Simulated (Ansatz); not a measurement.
# Molybdenum, dhcp under PBE: ground state and equation of state, part 1 of 2

The plan for molybdenum in the dhcp structure: relax it, solve it on a dense k-mesh, then scale the cell to 7 volumes from 88 to 112 % of the relaxed one and try a fit of the equation of state. Spin polarisation is left out. The k-meshes are 13×13×4 for the relaxation; 17×17×5 for the dense run; 15×15×4 for the volumes.

Computed with Ansatz 0.2.0 (DFT PBE, plane waves (420 eV) with PAW, scalar-relativistic, unless a step says otherwise).

## Step 1: The system as given

It takes space group P6_3/mmc (No. 194, hexagonal). Conventional cell: a = 2.804 Å, b = 2.804 Å, c = 9.158 Å, α = 90.00°, β = 90.00°, γ = 120.00°. Mo (site symmetry -3m) is surrounded by 12 Mo at 2.80 Å. Mo (site symmetry -6m2) is surrounded by 12 Mo at 2.80 Å.

Structure file:

```
Mo
1.0
     2.80392    0.00000    0.00000
    -1.40196    2.42827    0.00000
     0.00000    0.00000    9.15761
Mo
4
Direct
  0.00000 0.00000 0.00000
  0.00000 0.00000 0.50000
  0.33333 0.66667 0.25000
  0.66667 0.33333 0.75000
```

## Step 2: Relaxing cell and atoms

The input, input.yaml:

```yaml
crystal:
  lattice:
    - [2.8039216218, 0.0, 0.0]
    - [-1.4019608109, 2.4282673547, 0.0]
    - [0.0, 0.0, 9.1576080168]
  atoms:
    - { symbol: Mo, position: [0.0, 0.0, 0.0] }
    - { symbol: Mo, position: [0.0, 0.0, 0.5] }
    - { symbol: Mo, position: [0.3333333333, 0.6666666667, 0.25] }
    - { symbol: Mo, position: [0.6666666667, 0.3333333333, 0.75] }
hamiltonian:
  xc: pbe
  pseudopotentials:
    kind: paw
    azcp:
      Mo: "pseudopotentials/Mo.paw.azcp"
basis:
  ecutwfc: 420
  fft_grid_basis: typed
kpoints:
  mp_grid: { grid: [13, 13, 4], shift: [0, 0, 0] }
magnetization:
  spin_polarized: false
scf:
  occupations: { method: fermi_dirac, width: 0.1 }
relax:
  max_steps: 60
  f_tol: 0.01
  cell: {}
```

Command:

```bash
$ ansatz run input.yaml --threads 1 --pin off --max-ram 3584MiB --backend cpu --events-out ev --progress --plain --runs-dir out
```

The program printed:

```text
Engine: ansatz 0.2.0, x86_64-unknown-linux-gnu
Pseudopotentials: kind: paw
Pseudopotential: Mo, paw, valence charge 14, recommended cutoff 420 eV (normal), <dir>
Functional definition: PBE
  parameter kappa = 0.804
  parameter beta = 0.06672455060314922
  exchange = pbe_x(kappa = kappa, mu = beta*pi^2/3)
  correlation = pbe_c(beta = beta)
Crystal: 4 atoms, lattice volume = 62.351 Å³
Basis set: ecut = 420 eV, 1231 PW (Γ), exchange–correlation on 40×40×128 points (8 copies of the dense FFT grid, shifted against one another)
Bands: 34, of which v1, the nominal top of the filled ones, is band 28 counted from 1 (27 counted from 0)
Symmetry: 24 space group operations
Space group: P63/mmc (ITA 194), of the structure as read, at distance tolerance 4.0e-5 Å
k-points: 63 of 676
Non-local potential: Mo, projectors of the file, l = 0: 3, l = 1: 2, l = 2: 2, l = 3: 1
PAW form: soft (Blöchl's): semilocal exchange-correlation on the pseudo side does not see the compensation charge
PAW one-centre angular grid: Mo, 590 points (default); XC on 64 Gauss nodes
Initial density: superposition of atomic densities (neutral atoms: chi_scale 0, normalization atom), corrected by the library's trained network
Initial wavefunctions: pseudopotential atomic-orbital guess
Functional: x = pbe(κ = 0.804, μ = 0.2195149727645171), c = pbe(β = 0.06672455060314922)
SCF iter   1: F=—  HF=-19822.396619 eV  |F-HF|=—  |Δ(HF+E_count)|=         —  Δρ=7.89e-3  dr2=6.26e-2  ethr=1.77e-3  ⟨swp⟩=5.0  Hψ=7739  notcnv=0
preconditioner: auto → Kerker (q_TF=auto, 2.680 Å⁻¹)  [metal: Δε(μ)=0.033 eV  Ē_g=4.031 eV  σ=0.100 eV  W_gap=0.08  n_scr=24 (ndim 8)  ℏωp=23.0 eV  f_vac=0.000  D(μ)=5.81/eV (n_scr^D=64)]
SCF iter   2: F=—  HF=-19822.389844 eV  |F-HF|=—  |Δ(HF+E_count)|=   6.77e-3  Δρ=4.12e-3  dr2=1.48e-2  ethr=1.12e-4  ⟨swp⟩=1.0  Hψ=2648  notcnv=0
SCF iter   3: F=—  HF=-19822.387396 eV  |F-HF|=—  |Δ(HF+E_count)|=   2.45e-3  Δρ=7.09e-4  dr2=2.54e-4  ethr=2.64e-5  ⟨swp⟩=2.2  Hψ=2829  notcnv=0
SCF iter   4: F=—  HF=-19822.387346 eV  |F-HF|=—  |Δ(HF+E_count)|=   5.03e-5  Δρ=9.68e-5  dr2=4.46e-6  ethr=4.53e-7  ⟨swp⟩=2.0  Hψ=2846  notcnv=0
SCF iter   5: F=—  HF=-19822.387365 eV  |F-HF|=—  |Δ(HF+E_count)|=   1.91e-5  Δρ=2.16e-5  dr2=2.42e-7  ethr=7.96e-9  ⟨swp⟩=2.4  Hψ=3071  notcnv=0
SCF iter   6: F=-19822.387365 eV  HF=-19822.387365 eV  |F-HF|=4.84e-10  |Δ(HF+E_count)|=   3.22e-8  Δρ=3.11e-6  dr2=3.53e-9  ethr=1.79e-10  ⟨swp⟩=4.0  Hψ=6808  notcnv=0
SCF 1 converged in 6 iterations: F = -19822.387365 eV  dr2 = 3.53e-9
relax step   1: F+E_penalty+E_count = -19822.38736502 eV  Δ(F+E_penalty+E_count) = +0.000e0 eV  max|allowed force component| = 1.966e-17 eV/Å  Δτ_max = 0.0000 Å  P = +6.873 GPa  Ω = 62.351 Å³  (6 SCF iters, dr2 threshold 1.00e-7 eV, accepted)
Crystal: 4 atoms, lattice volume = 67.829 Å³
Basis set: ecut = 420 eV, 1327 PW (Γ), exchange–correlation on 40×40×128 points (8 copies of the dense FFT grid, shifted against one another)
Initial density: handed on by an earlier stage of this run
Initial wavefunctions: those handed on with the density
iter 1 solved again at ethr=2.39e-5 eV; its pass at ethr=3.10e-3 eV (dr2=1.34e-2 eV) is discarded
SCF iter   1: F=—  HF=-19822.303858 eV  |F-HF|=—  |Δ(HF+E_count)|=         —  Δρ=6.53e-3  dr2=1.38e-2  ethr=2.39e-5  ⟨swp⟩=2.7  Hψ=12272  notcnv=0
preconditioner: auto → Kerker (q_TF=auto, 2.643 Å⁻¹)  [metal: Δε(μ)=0.005 eV  Ē_g=3.669 eV  σ=0.100 eV  W_gap=0.01  n_scr=26 (ndim 8)  ℏωp=22.1 eV  f_vac=0.000  D(μ)=6.32/eV (n_scr^D=66)]
SCF iter   2: F=—  HF=-19822.303828 eV  |F-HF|=—  |Δ(HF+E_count)|=   2.96e-5  Δρ=3.74e-3  dr2=4.81e-3  ethr=2.39e-5  ⟨swp⟩=1.0  Hψ=2142  notcnv=0
SCF iter   3: F=—  HF=-19822.303674 eV  |F-HF|=—  |Δ(HF+E_count)|=   1.54e-4  Δρ=3.95e-4  dr2=7.62e-5  ethr=8.59e-6  ⟨swp⟩=1.7  Hψ=2491  notcnv=0
SCF iter   4: F=—  HF=-19822.303728 eV  |F-HF|=—  |Δ(HF+E_count)|=   5.44e-5  Δρ=7.52e-5  dr2=1.91e-6  ethr=1.36e-7  ⟨swp⟩=2.6  Hψ=3067  notcnv=0
iter 5 did not close the SCF: its close was put off for the readings that it lacked (scf_convergence_deferred on its scf_iter line)
SCF iter   5: F=-19822.303728 eV  HF=-19822.303728 eV  |F-HF|=2.38e-8  |Δ(HF+E_count)|=   3.91e-8  Δρ=1.29e-5  dr2=8.19e-8  ethr=3.41e-9  ⟨swp⟩=2.4  Hψ=3665  notcnv=0
SCF iter   6: F=-19822.303728 eV  HF=-19822.303728 eV  |F-HF|=3.13e-10  |Δ(HF+E_count)|=   2.50e-9  Δρ=3.17e-6  dr2=4.30e-9  ethr=1.46e-10  ⟨swp⟩=1.9  Hψ=6753  notcnv=0
SCF 2 converged in 6 iterations: F = -19822.303728 eV  dr2 = 4.30e-9
relax step   2: F+E_penalty+E_count = -19822.30372822 eV  Δ(F+E_penalty+E_count) = +8.364e-2 eV  max|allowed force component| = 9.107e-18 eV/Å  Δτ_max = 0.0000 Å  P = -11.836 GPa  Ω = 67.829 Å³  energy of the carried Pulay correction = -1.419e-3 eV  (6 SCF iters, dr2 threshold 4.00e-7 eV, rejected (line search))
Crystal: 4 atoms, lattice volume = 64.260 Å³
Basis set: ecut = 420 eV, 1267 PW (Γ), exchange–correlation on 40×40×128 points (8 copies of the dense FFT grid, shifted against one another)
iter 1 solved again at ethr=4.21e-6 eV; its pass at ethr=3.10e-3 eV (dr2=2.36e-3 eV) is discarded
SCF iter   1: F=—  HF=-19822.440303 eV  |F-HF|=—  |Δ(HF+E_count)|=         —  Δρ=2.92e-3  dr2=2.34e-3  ethr=4.21e-6  ⟨swp⟩=2.0  Hψ=12175  notcnv=0
preconditioner: auto → Kerker (q_TF=auto, 2.666 Å⁻¹)  [metal: Δε(μ)=0.018 eV  Ē_g=3.910 eV  σ=0.100 eV  W_gap=0.05  n_scr=24 (ndim 8)  ℏωp=22.7 eV  f_vac=0.000  D(μ)=6.00/eV (n_scr^D=66)]
SCF iter   2: F=—  HF=-19822.440773 eV  |F-HF|=—  |Δ(HF+E_count)|=   4.70e-4  Δρ=1.74e-3  dr2=8.69e-4  ethr=4.18e-6  ⟨swp⟩=1.0  Hψ=2142  notcnv=0
SCF iter   3: F=—  HF=-19822.440968 eV  |F-HF|=—  |Δ(HF+E_count)|=   1.94e-4  Δρ=1.60e-4  dr2=1.11e-5  ethr=1.55e-6  ⟨swp⟩=1.1  Hψ=2162  notcnv=0
SCF iter   4: F=—  HF=-19822.441018 eV  |F-HF|=—  |Δ(HF+E_count)|=   5.00e-5  Δρ=2.68e-5  dr2=2.88e-7  ethr=1.99e-8  ⟨swp⟩=2.5  Hψ=3427  notcnv=0
SCF iter   5: F=—  HF=-19822.441017 eV  |F-HF|=—  |Δ(HF+E_count)|=   3.30e-8  Δρ=5.75e-6  dr2=1.85e-8  ethr=5.14e-10  ⟨swp⟩=2.0  Hψ=3841  notcnv=0
SCF iter   6: F=—  HF=-19822.441017 eV  |F-HF|=—  |Δ(HF+E_count)|=  2.76e-10  Δρ=1.69e-6  dr2=1.13e-9  ethr=3.30e-11  ⟨swp⟩=2.6  Hψ=4007  notcnv=0
SCF iter   7: F=—  HF=-19822.441017 eV  |F-HF|=—  |Δ(HF+E_count)|=  1.16e-10  Δρ=4.00e-7  dr2=7.08e-11  ethr=2.02e-12  ⟨swp⟩=1.1  Hψ=2170  notcnv=0
SCF iter   8: F=-19822.441017 eV  HF=-19822.441017 eV  |F-HF|=0.00e0  |Δ(HF+E_count)|=    0.00e0  Δρ=5.07e-8  dr2=1.39e-12  ethr=1.00e-12  ⟨swp⟩=4.0  Hψ=6687  notcnv=0
SCF 3 converged in 8 iterations: F = -19822.441017 eV  dr2 = 1.39e-12
relax step   3: F+E_penalty+E_count = -19822.44101749 eV  Δ(F+E_penalty+E_count) = -5.365e-2 eV  max|allowed force component| = 3.469e-17 eV/Å  Δτ_max = 0.0000 Å  P = -0.513 GPa  Ω = 64.260 Å³  energy of the carried Pulay correction = -5.080e-4 eV  (8 SCF iters, accepted)
[... 11 lines left out ...]
relax step   4: F+E_penalty+E_count = -19822.45405086 eV  Δ(F+E_penalty+E_count) = -1.303e-2 eV  max|allowed force component| = 1.185e-17 eV/Å  Δτ_max = 0.0000 Å  P = -1.406 GPa  Ω = 64.548 Å³  energy of the carried Pulay correction = -5.827e-4 eV  (6 SCF iters, dr2 threshold 4.00e-7 eV, accepted)
[... 12 lines left out ...]
relax step   5: F+E_penalty+E_count = -19822.46328911 eV  Δ(F+E_penalty+E_count) = -9.238e-3 eV  max|allowed force component| = 9.252e-18 eV/Å  Δτ_max = 0.0000 Å  P = -0.973 GPa  Ω = 64.726 Å³  energy of the carried Pulay correction = -6.263e-4 eV  (6 SCF iters, dr2 threshold 4.00e-7 eV, accepted)
[... 12 lines left out ...]
relax step   6: F+E_penalty+E_count = -19822.47281968 eV  Δ(F+E_penalty+E_count) = -9.531e-3 eV  max|allowed force component| = 9.252e-18 eV/Å  Δτ_max = 0.0000 Å  P = -0.051 GPa  Ω = 64.340 Å³  energy of the carried Pulay correction = -5.263e-4 eV  (6 SCF iters, dr2 threshold 4.00e-7 eV, accepted)
[... 12 lines left out ...]
relax step   7: F+E_penalty+E_count = -19822.47286581 eV  Δ(F+E_penalty+E_count) = -4.612e-5 eV  max|allowed force component| = 4.048e-18 eV/Å  Δτ_max = 0.0000 Å  P = +0.000 GPa  Ω = 64.317 Å³  energy of the carried Pulay correction = -5.205e-4 eV  (6 SCF iters, dr2 threshold 8.83e-8 eV, accepted)
Basis set: ecut = 420 eV, 1281 PW (Γ), exchange–correlation on 40×40×144 points (8 copies of the dense FFT grid, shifted against one another)
Initial wavefunctions: pseudopotential atomic-orbital guess (no wavefunctions were taken with the density)
iter 1 solved again at ethr=8.39e-9 eV; its pass at ethr=3.10e-3 eV (dr2=4.70e-6 eV) is discarded
SCF iter   1: F=—  HF=-19822.473407 eV  |F-HF|=—  |Δ(HF+E_count)|=         —  Δρ=1.75e-4  dr2=1.52e-6  ethr=8.39e-9  ⟨swp⟩=3.5  Hψ=14258  notcnv=0
SCF iter   2: F=—  HF=-19822.473418 eV  |F-HF|=—  |Δ(HF+E_count)|=   1.15e-5  Δρ=8.95e-5  dr2=3.83e-7  ethr=2.71e-9  ⟨swp⟩=1.0  Hψ=2143  notcnv=0
SCF iter   3: F=—  HF=-19822.473424 eV  |F-HF|=—  |Δ(HF+E_count)|=   5.15e-6  Δρ=4.22e-6  dr2=2.33e-9  ethr=6.84e-10  ⟨swp⟩=2.8  Hψ=3981  notcnv=0
iter 4 did not close the SCF: its close was put off for the readings that it lacked (scf_convergence_deferred on its scf_iter line)
SCF iter   4: F=-19822.473424 eV  HF=-19822.473424 eV  |F-HF|=4.37e-11  |Δ(HF+E_count)|=   3.78e-9  Δρ=3.75e-7  dr2=3.14e-11  ethr=4.17e-12  ⟨swp⟩=2.3  Hψ=3521  notcnv=0
iter 5 did not close the SCF: its close was put off for the readings that it lacked (scf_convergence_deferred on its scf_iter line)
SCF iter   5: F=-19822.473424 eV  HF=-19822.473424 eV  |F-HF|=7.28e-12  |Δ(HF+E_count)|=  2.91e-11  Δρ=6.19e-8  dr2=1.98e-12  ethr=1.00e-12  ⟨swp⟩=1.0  Hψ=2142  notcnv=0
iter 6 did not close the SCF: its close was put off for the readings that it lacked (scf_convergence_deferred on its scf_iter line)
SCF iter   6: F=-19822.473424 eV  HF=-19822.473424 eV  |F-HF|=0.00e0  |Δ(HF+E_count)|=  3.64e-12  Δρ=9.87e-9  dr2=3.58e-14  ethr=1.00e-12  ⟨swp⟩=1.0  Hψ=2142  notcnv=0
iter 7 did not close the SCF: its close was put off for the readings that it lacked (scf_convergence_deferred on its scf_iter line)
SCF iter   7: F=-19822.473424 eV  HF=-19822.473424 eV  |F-HF|=0.00e0  |Δ(HF+E_count)|=  3.64e-12  Δρ=2.05e-9  dr2=2.01e-15  ethr=1.00e-12  ⟨swp⟩=1.0  Hψ=2142  notcnv=0
SCF iter   8: F=-19822.473424 eV  HF=-19822.473424 eV  |F-HF|=3.64e-12  |Δ(HF+E_count)|=  3.64e-12  Δρ=4.97e-10  dr2=1.34e-16  ethr=1.00e-12  ⟨swp⟩=1.0  Hψ=4536  notcnv=0
SCF 8 converged in 8 iterations: F = -19822.473424 eV  dr2 = 1.34e-16
relax step   8: F+E_penalty+E_count = -19822.47342363 eV  Δ(F+E_penalty+E_count) = -5.578e-4 eV  max|allowed force component| = 4.626e-18 eV/Å  Δτ_max = 0.0000 Å  P = +0.000 GPa  Ω = 64.317 Å³  stress off target by 5.90e-3 GPa  SCF on the basis re-selected at this cell (its energy is not comparable with the rows above)  (8 SCF iters)
basis re-selected at this cell: Δ(F+E_penalty+E_count) = -5.578e-4 eV, ΔP = +0.000 GPa vs the last step (what re-selecting the basis moved, of the pressure what is left beyond the Pulay correction that the steps carried, after the strain that the cell walked since its last selection, with what the two solves' SCF thresholds leave and, on support functions, any second-order correction that the steps lacked; it is no measure of the basis error at this ecutwfc). The dense FFT grid was sized anew with the basis: this SCF ran on 20×20×72 points, the steps before it on 20×20×64, so part of this shift can come from that change (see relax.cell in the input reference). This SCF's stress stands 5.90e-3 GPa from its target on what of the cell is left free (relax.cell.stress_tol is 5.00e-2 GPa) and its largest allowed force component is 4.63e-18 eV/Å (relax.f_tol is 1.00e-2 eV/Å): within both
SCF converged after 8 iterations
Free energy (F): -19822.473424 eV
Harris-Foulkes:  -19822.473424 eV  (|F-HF|=3.64e-12)
Internal energy: -19822.294141 eV  (E = F + TS)
E sigma→0 (E₀):  -19822.383782 eV
Entropy (-TS):   -0.179282 eV (-44.821 meV/atom)
Fermi energy:    20.098126 eV
--- Per-component energies (eV) ---
  E_band       = -249.313420
  E_kinetic    = 1763.187996
  E_local      = -3234.691632  (includes V_loc(G=0)·N_el)
  E_nonlocal   = 572.802784
  E_hartree    = 1070.220299
  E_xc         = -732.959115
  E_vxc        = -914.711476  (∫ρ·V_xc dr)
  E_paw        = -12805.427981  (= ΣΔE_a)
  E_vpaw       = -576.341850  (= ΣTr[D̂ρ^β])
  E_aug_tail   = 0.000161  (compensation charges beyond the density's cutoff)
  E_ewald      = -6455.426652
  E_smearing   = -0.179282  (= −TS)
  E_closure    = 0.000000  (closes the sum)
  Σ components = -19822.473424   (vs F -19822.473424, Δ=0.00e0)
--- Forces (eV/Å), atoms counted from 1 ---
  atom   1  Mo    -0.00000000     0.00000000     0.00000000
  atom   2  Mo     0.00000000     0.00000000    -0.00000000
  atom   3  Mo    -0.00000000    -0.00000000     0.00000000
  atom   4  Mo     0.00000000     0.00000000     0.00000000
  max |Σ_I F_I| component: 2.31e-18 eV/Å
--- Stress (GPa, compression-positive) ---
       -0.002586       0.000000       0.000000
        0.000000      -0.002586      -0.000000
        0.000000      -0.000000       0.005896
  P = ⅓ Tr σ = 0.0002 GPa (0.002 kbar)
--- Band table (eV; the first three rows and the last of 63) ---
  k-point 0: bands = ["-40.7183", "-40.6430", "-40.6228", "-40.5460", "-15.2942", "-14.7604", "-14.7513", "-14.1859", "-14.1042", "-14.1042", "-14.0560", "-14.0560", "-14.0328", "-14.0328", "-13.9840", "-13.9840", "13.3015", "15.0252", "15.0295", "15.4279", "18.3390", "18.3640", "18.6297", "19.3299", "19.3299", "19.4527", "19.4527", "19.7141", "19.7141", "19.8727", "19.8727", "20.9155", "21.6672", "21.6672"]
  k-point 1: bands = ["-40.7120", "-40.6670", "-40.5985", "-40.5526", "-15.2542", "-14.9653", "-14.5417", "-14.2305", "-14.0999", "-14.0999", "-14.0698", "-14.0698", "-14.0190", "-14.0190", "-13.9884", "-13.9884", "13.4467", "14.4447", "15.3761", "15.4449", "18.2702", "18.5642", "18.8539", "19.3639", "19.3639", "19.4696", "19.4696", "19.6884", "19.6884", "19.8201", "19.8201", "20.5511", "21.7576", "21.7576"]
  k-point 2: bands = ["-40.6939", "-40.6939", "-40.5712", "-40.5712", "-15.1395", "-15.1395", "-14.3564", "-14.3564", "-14.0876", "-14.0876", "-14.0876", "-14.0876", "-14.0010", "-14.0010", "-14.0010", "-14.0010", "13.8571", "13.8571", "15.4641", "15.4641", "18.4064", "18.4064", "19.4412", "19.4412", "19.4412", "19.4412", "19.7100", "19.7100", "19.7165", "19.7165", "19.7165", "19.7165", "21.9743", "21.9743"]
  k-point 62: bands = ["-40.4349", "-40.4349", "-40.4115", "-40.4115", "-15.0625", "-15.0625", "-15.0028", "-15.0028", "-14.8413", "-14.8413", "-14.7662", "-14.7662", "-14.4701", "-14.4701", "-14.4053", "-14.4053", "16.5231", "16.5231", "17.2689", "17.2689", "17.7049", "17.7049", "17.7612", "17.7612", "18.8971", "18.8971", "18.9890", "18.9890", "20.4649", "20.4649", "21.3797", "21.3797", "23.0948", "23.0948"]
--- Relaxed structure (7 steps of the walk, 6 accepted, 1 SCFs on fresh bases) ---
  F+E_penalty+E_count = -19822.47342363 eV   max|allowed force component| = 4.626e-18 eV/Å   (the final SCF, on the basis selected at the relaxed cell)
  cell:  # Å, volume = 64.3172 Å³
    - [2.7739503248262847, -3.9720223167236875e-35, 0.0]
    - [-1.3869751624131423, 2.4023114501356577, 0.0]
    - [0.0, 0.0, 9.65160151851644]
  atoms:
    - { symbol: Mo, position: [1.9203358579651735e-34, -8.757469159282993e-35, 1.3144329971688839e-36] }
    - { symbol: Mo, position: [2.624339343136495e-34, 2.47852900734425e-35, 0.49999999999999994] }
    - { symbol: Mo, position: [0.33333333333333337, 0.6666666666666669, 0.24999999999999997] }
    - { symbol: Mo, position: [0.6666666666666667, 0.33333333333333337, 0.7499999999999999] }
```

Run time: 66 s. Hardware: 1 thread of Intel Xeon Platinum 8259CL at 2.50GHz (Skylake/Cascade Lake), shared host; peak memory 0.58 GiB.

Step by step:

```csv
step,energy change (meV/atom),largest force (eV/Å),pressure (GPa),volume (Å³/atom),accepted
1,0.00,0.0000,6.87,15.588,yes
2,20.91,0.0000,-11.84,16.957,no
3,-13.41,0.0000,-0.51,16.065,yes
4,-16.67,0.0000,-1.41,16.137,yes
5,-18.98,0.0000,-0.97,16.182,yes
6,-21.36,0.0000,-0.05,16.085,yes
7,-21.38,0.0000,0.00,16.079,yes
8,-21.51,0.0000,0.00,16.079,yes
```

Steps that repeat a cell are solved on a basis chosen anew, so their changes of energy are no gain of the relaxation.

The cell of the run, before and after:

|  | before | after | change |
| --- | --- | --- | --- |
| a (Å) | 2.804 | 2.774 | -1.1 % |
| b (Å) | 2.804 | 2.774 | -1.1 % |
| c (Å) | 9.158 | 9.652 | +5.4 % |
| volume (Å³/atom) | 15.588 | 16.079 | +3.2 % |
| shortest distance (Å) | 2.804 | 2.774 | -1.1 % |
| space group (spins left aside) | P6_3/mmc | P6_3/mmc | same |

## Step 3: The energy on a finer k-mesh

The input, input.yaml:

```yaml
crystal:
  lattice:
    - [2.7739503248, 0.0, 0.0]
    - [-1.3869751624, 2.4023114501, 0.0]
    - [0.0, 0.0, 9.6516015185]
  atoms:
    - { symbol: Mo, position: [0.0, 1.0, 0.0] }
    - { symbol: Mo, position: [0.0, 0.0, 0.5] }
    - { symbol: Mo, position: [0.3333333333, 0.6666666667, 0.25] }
    - { symbol: Mo, position: [0.6666666667, 0.3333333333, 0.75] }
hamiltonian:
  xc: pbe
  pseudopotentials:
    kind: paw
    azcp:
      Mo: "pseudopotentials/Mo.paw.azcp"
basis:
  ecutwfc: 420
  fft_grid_basis: typed
kpoints:
  mp_grid: { grid: [17, 17, 5], shift: [0, 0, 0] }
magnetization:
  spin_polarized: false
scf:
  occupations: { method: fermi_dirac, width: 0.1 }
```

Command:

```bash
$ ansatz run input.yaml --threads 1 --pin off --max-ram 3584MiB --backend cpu --events-out ev --progress --plain --runs-dir out
```

The program printed, shortened:

```text
[...]
[... 3 set-up lines as earlier in the session ...]
[...]
Crystal: 4 atoms, lattice volume = 64.317 Å³
Basis set: ecut = 420 eV, 1281 PW (Γ)
Bands: 34, of which v1, the nominal top of the filled ones, is band 28 counted from 1 (27 counted from 0)
[... 2 set-up lines as earlier in the session ...]
k-points: 99 of 1445
[...]
SCF iter   1: F=—  HF=-19822.478703 eV  |F-HF|=—  |Δ(HF+E_count)|=         —  Δρ=5.89e-3  dr2=3.94e-2  ethr=1.77e-3  ⟨swp⟩=4.9  Hψ=12183  notcnv=0
[...]
SCF iter   6: F=-19822.473913 eV  HF=-19822.473913 eV  |F-HF|=5.20e-10  |Δ(HF+E_count)|=   9.80e-9  Δρ=2.43e-6  dr2=2.58e-9  ethr=1.79e-10  ⟨swp⟩=2.0  Hψ=6541  notcnv=0
[...]
SCF converged after 6 iterations
Free energy (F): -19822.473913 eV
[...]
E sigma→0 (E₀):  -19822.385499 eV
Entropy (-TS):   -0.176827 eV (-44.207 meV/atom)
Fermi energy:    20.095002 eV
[...]
```

It took 11 s on 1 thread of Intel Xeon Platinum 8259CL at 2.50GHz (Skylake/Cascade Lake), shared host; peak memory 0.59 GiB.

## Step 4: Equation of state: 88 %

input.yaml, as its differences from that of step 3:

```diff
@@ -2,5 +2,5 @@
   lattice:
-    - [2.7739503248, 0.0, 0.0]
-    - [-1.3869751624, 2.4023114501, 0.0]
-    - [0.0, 0.0, 9.6516015185]
+    - [2.6582321338, 0.0, 0.0]
+    - [-1.3291160669, 2.302096557, 0.0]
+    - [0.0, 0.0, 9.2489750337]
   atoms:
@@ -20,3 +20,3 @@
 kpoints:
-  mp_grid: { grid: [17, 17, 5], shift: [0, 0, 0] }
+  mp_grid: { grid: [15, 15, 4], shift: [0, 0, 0] }
 magnetization:
@@ -25 +25,4 @@
   occupations: { method: fermi_dirac, width: 0.1 }
+  lower_state_search: "off"
+output:
+  stress: true
```

Command:

```bash
$ ansatz run input.yaml --threads 1 --pin off --max-ram 3584MiB --backend cpu --events-out ev --progress --plain --runs-dir out
```

The program printed, shortened:

```text
[...]
[... 3 set-up lines as earlier in the session ...]
[...]
Crystal: 4 atoms, lattice volume = 56.599 Å³
Basis set: ecut = 420 eV, 1129 PW (Γ)
Bands: 34, of which v1, the nominal top of the filled ones, is band 28 counted from 1 (27 counted from 0)
[... 1 set-up line as earlier in the session ...]
Space group: P63/mmc (ITA 194), of the structure as read, at distance tolerance 3.8e-5 Å
k-points: 81 of 900
[...]
SCF iter   1: F=—  HF=-19821.630881 eV  |F-HF|=—  |Δ(HF+E_count)|=         —  Δρ=7.30e-3  dr2=4.51e-2  ethr=1.77e-3  ⟨swp⟩=5.0  Hψ=10468  notcnv=0
[...]
SCF iter   6: F=-19821.624896 eV  HF=-19821.624896 eV  |F-HF|=1.15e-8  |Δ(HF+E_count)|=   1.18e-7  Δρ=7.67e-6  dr2=2.91e-8  ethr=1.79e-10  ⟨swp⟩=4.0  Hψ=9009  notcnv=0
[...]
SCF converged after 6 iterations
Free energy (F): -19821.624896 eV
[...]
E sigma→0 (E₀):  -19821.549607 eV
Entropy (-TS):   -0.150578 eV (-37.645 meV/atom)
Fermi energy:    23.310205 eV
[...]
--- Stress (GPa, compression-positive) ---
       41.614010      -0.000000       0.000000
        0.000000      41.614010       0.000000
        0.000000       0.000000      35.046694
  P = ⅓ Tr σ = 39.4249 GPa (394.249 kbar)
```

Wall time 8.7 s (1 thread of Intel Xeon Platinum 8259CL at 2.50GHz (Skylake/Cascade Lake), shared host); peak memory 0.57 GiB.

(Continued in part 2 of 2.)
